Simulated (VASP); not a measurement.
# V (Fmmm) in VASP: further runs, part 2 of 2

VASP 6.6.1. Earlier steps stand in the parts before.

**3. Single point, PBEsol (strain +0.1125 x Voigt [0, 0, 0, 0, 0, 1], atoms carried along)**

INCAR

```
SYSTEM = V
PREC = Accurate ; ENCUT = 520
EDIFF = 1E-7 ; ISMEAR = 0
SIGMA = 0.15 ; LREAL = .False.
LASPH = .True. ; NELM = 100
ALGO = Fast ; ISIF = 2
LWAVE = .False. ; LCHARG = .False.
GGA = PS ; NBANDS = 12
```

KPOINTS

```
regular mesh
0
Gamma
  22 22 22
  0 0 0
```

POSCAR

```
V
1.0
   -1.4278937500      1.4278937500      1.5130000000
    1.4278937500     -1.4278937500      1.5130000000
    1.5981062500      1.5981062500     -1.5130000000
V
1
Direct
    0.0000000000      0.0000000000      0.0000000000
```

Potentials or basis: VASP PAW PBE potentials, release 64 (V_sv).

Launch:

```console
cat potpaw_PBE.64/V_sv/POTCAR > POTCAR
mpirun -np 1 vasp_std > vasp.out
```

OUTCAR:

```text
SYSTEM = V
   PREC = Accurate
   ENCUT = 520
   EDIFF = 1E-7
   ISMEAR = 0
   LREAL = .False.
   LASPH = .True.
   NELM = 100
   ISIF = 2
   GGA = PS

 ion  position               nearest neighbor table
   1  0.000  0.000  0.000-

  LATTYP: Found a face centered orthorhombic cell.
 ALAT       =     3.0260000000
 B/A-ratio  =     1.3346640495
 C/A-ratio  =     1.4937630753

  Lattice vectors:

 A1 = (   3.0260000000,   0.1702125000,   0.0000000000)
 A2 = (   1.5981062500,   1.5981062500,   1.5130000000)
 A3 = (   1.4278937500,  -1.4278937500,   1.5130000000)

Analysis of symmetry for initial positions (statically):
=====================================================================
 Subroutine PRICEL returns:
 Original cell was already a primitive cell.

 Routine SETGRP: Setting up the symmetry group for a
 face centered orthorhombic supercell.

 Subroutine GETGRP returns: Found  8 space group operations
 (whereof  8 operations were pure point group operations)
 out of a pool of  8 trial point group operations.

The static configuration has the point symmetry D_2h.
[... 160 lines left out ...]

 E-fermi :   9.2699     XC(G=0): -12.9114

 val. band max:        9.2691904963   @ k =  -0.3182   0.3182   0.1364
 cond. band min:       9.2717535688   @ k =  -0.2273   0.2727   0.1364
 fundamental gap:      0.0025630724
 Fermi energy:         9.2699060973

 k-point     1 :       0.0000    0.0000    0.0000
  band No.  band energies     occupation
      1     -54.2347      2.00000
      2     -27.8063      2.00000
      3     -27.6417      2.00000
      4     -27.5245      2.00000
      5       2.7262      2.00000
      6       9.0817      1.92408
      7       9.4547      0.08150
      8      10.2525      0.00000
      9      11.6606      0.00000
     10      11.8635      0.00000
     11      28.1519      0.00000
     12      29.6466      0.00000
[... 331 lines left out ...]
 k-point    24 :      -0.4545    0.0455    0.0000
  band No.  band energies     occupation
      1     -54.0467      2.00000
      2     -28.5083      2.00000
      3     -27.9586      2.00000
      4     -27.6176      2.00000
      5       6.2287      2.00000
      6       8.2256      2.00000
      7      10.2040      0.00000
      8      11.6410      0.00000
      9      11.9746      0.00000
     10      13.2382      0.00000
     11      19.8045      0.00000
     12      24.7843      0.00000

 [... further k-points ...]
[... 5 lines left out ...]
  --------------------------------------------------------------------------------------
  -------------------------------------------------------------------------------------
  Total       -0.9732303     -0.9732303     -0.8613089     -0.1872110     -0.0000000     -0.0000000
  in kB     -112.9082634   -112.9082634    -99.9238314    -21.7190854     -0.0000000     -0.0000000
  external PRESSURE =    -108.5801194 kB  Pullay stress =       0.0000000 kB

 VOLUME and BASIS-vectors are now :
 -----------------------------------------------------------------------------
  energy-cutoff  :      520.00
  volume of cell :       13.81
      direct lattice vectors                 reciprocal lattice vectors
    -1.427893750  1.427893750  1.513000000    -0.018647899  0.331518211  0.330469266
     1.427893750 -1.427893750  1.513000000     0.331518211 -0.018647899  0.330469266
     1.598106250  1.598106250 -1.513000000     0.312870311  0.312870311  0.000000000

 POSITION                                       TOTAL-FORCE (eV/Angst)
 -----------------------------------------------------------------------------------
      0.00000      0.00000      0.00000        -0.000000     -0.000000     -0.000000
 -----------------------------------------------------------------------------------
    total drift:                                0.000000     -0.000000      0.000000

  FREE ENERGIE OF THE ION-ELECTRON SYSTEM (eV)
  ---------------------------------------------------
  free  energy   TOTEN  =        -9.6040459454 eV

  energy  without entropy=       -9.5840710148  energy(sigma->0) =       -9.59405848
```

stdout:

```text
POSCAR found type information on POSCAR V
 POSCAR found :  1 types and       1 ions
 scaLAPACK will be used
 -----------------------------------------------------------------------------
|                                                                             |
|                                                                             |
|     You enforced a specific xc type in the INCAR file but a different       |
|     I HOPE YOU KNOW WHAT YOU ARE DOING!                                     |
|                                                                             |
 -----------------------------------------------------------------------------

 LDA part: xc-table for (Slater+PW92), standard interpolation
 POSCAR, INCAR and KPOINTS ok, starting setup
 FFT: planning ... GRIDC
 FFT: planning ... GRID_SOFT
 FFT: planning ... GRID
 WAVECAR not read
 entering main loop
```

Wall time 2.2 min (1 thread of Intel Xeon Platinum 8488C (Sapphire Rapids), shared host); peak memory 0.33 GiB.

What came out:

```
Free energy            : -9.6040 eV
Pressure               : -10.9 GPa
Band gap on the k mesh : none (metal or under the smearing width)
```

Levels at points of the mesh, in eV from the Fermi level:
| k point | band 4 | band 5 | band 6 | band 7 | band 8 | band 9 | band 10 | band 11 |
| --- | --- | --- | --- | --- | --- | --- | --- | --- |
| (0.00, 0.00, 0.00) | -36.79 | -6.54 | -0.19 | 0.18 | 0.98 | 2.39 | 2.59 | 18.88 |
| (0.50, 0.00, 0.00) | -36.88 | -3.09 | -1.13 | 1.58 | 2.40 | 2.69 | 3.95 | 9.91 |
| (0.50, 0.50, 0.00) | -37.04 | -3.12 | -0.95 | 2.09 | 2.23 | 2.59 | 4.43 | 10.92 |
| (0.00, 0.00, 0.50) | -36.82 | -3.16 | -1.31 | 0.66 | 2.76 | 3.07 | 3.70 | 8.84 |
| (0.50, 0.50, 0.50) | -37.42 | -2.96 | -2.84 | 3.06 | 3.58 | 4.23 | 9.75 | 9.92 |

Caveat: the PAW data sets were made with another functional, which shifts forces and pressure a little.

**4. Single point, PBEsol (strain -0.0750 x Voigt [0, 0, 0, 0, 0, 1], atoms carried along)**

INCAR

```
ALGO = Fast
EDIFF = 1E-6
ENCUT = 520
GGA = PS
ISIF = 2
ISMEAR = 0
LASPH = True
LCHARG = True
LELF = True
LREAL = False
LVHAR = True
LWAVE = False
NBANDS = 12
NELM = 100
PREC = Accurate
SIGMA = 0.15
```

KPOINTS

```
k-points
0
Gamma
  22 22 22
```

POSCAR

```
V
1.0
   -1.5697375000      1.5697375000      1.5130000000
    1.5697375000     -1.5697375000      1.5130000000
    1.4562625000      1.4562625000     -1.5130000000
V
1
Direct
    0.0000000000      0.0000000000      0.0000000000
```

Launch:

```console
cat potpaw_PBE.64/V_sv/POTCAR > POTCAR
mpirun -np 1 vasp_std > vasp.out
```

Run time: 1.9 min. Hardware: 1 thread of Intel Xeon Platinum 8488C (Sapphire Rapids), shared host; peak memory 0.34 GiB.

The run converged. Its results:

```yaml
Free_energy: -9.6077 eV
Pressure: -11.1 GPa
Band_gap_on_the_k_mesh: none (metal or under the smearing width)
```

Stress tensor (GPa, compression positive):
```
-11.35   1.31   0.00
  1.31 -11.35   0.00
  0.00   0.00 -10.67
```

Levels at points of the mesh, in eV from the Fermi level:
```csv
k point,band 4,band 5,band 6,band 7,band 8,band 9,band 10,band 11
"(0.00, 0.00, 0.00)",-36.85,-6.54,0.01,0.30,0.79,2.36,2.46,19.36
"(0.50, 0.00, 0.00)",-36.92,-3.09,-1.10,1.56,2.37,2.68,3.97,9.86
"(0.50, 0.50, 0.00)",-36.87,-3.13,-1.22,0.94,2.60,2.95,3.78,9.16
"(0.00, 0.00, 0.50)",-37.02,-3.10,-0.98,2.15,2.22,2.39,4.27,10.54
"(0.50, 0.50, 0.50)",-37.46,-2.92,-2.86,3.24,3.59,4.01,9.77,9.91
```

Caveat: the PAW data sets were made with another functional, which shifts forces and pressure a little.

**5. Summary**

| cell | further INCAR settings | gap on the mesh (eV) | pressure (GPa) |
| --- | --- | --- | --- |
| strain -0.1500 x Voigt [0, 0, 0, 0, 0, 1], atoms carried along | ALGO = Fast; EDIFF = 1e-07; NBANDS = 12 | none | -10.3 |
| strain +0.1125 x Voigt [0, 0, 0, 0, 0, 1], atoms carried along | ALGO = Fast; EDIFF = 1e-07; NBANDS = 12 | none | -10.9 |
| strain -0.0750 x Voigt [0, 0, 0, 0, 0, 1], atoms carried along | ALGO = Fast; EDIFF = 1e-06; NBANDS = 12 | none | -11.1 |

Alike in all rows: task single point; level PBEsol; potentials or basis VASP PAW PBE potentials, release 64 (V_sv); no spin polarisation; k mesh 22 × 22 × 22; cutoff (eV) 520; smearing gaussian 0.15 eV.

Caveats: the PAW data sets were made with another functional, which shifts forces and pressure a little.

Total energies depend on the potentials used, so only differences within one code and one set of settings carry meaning.
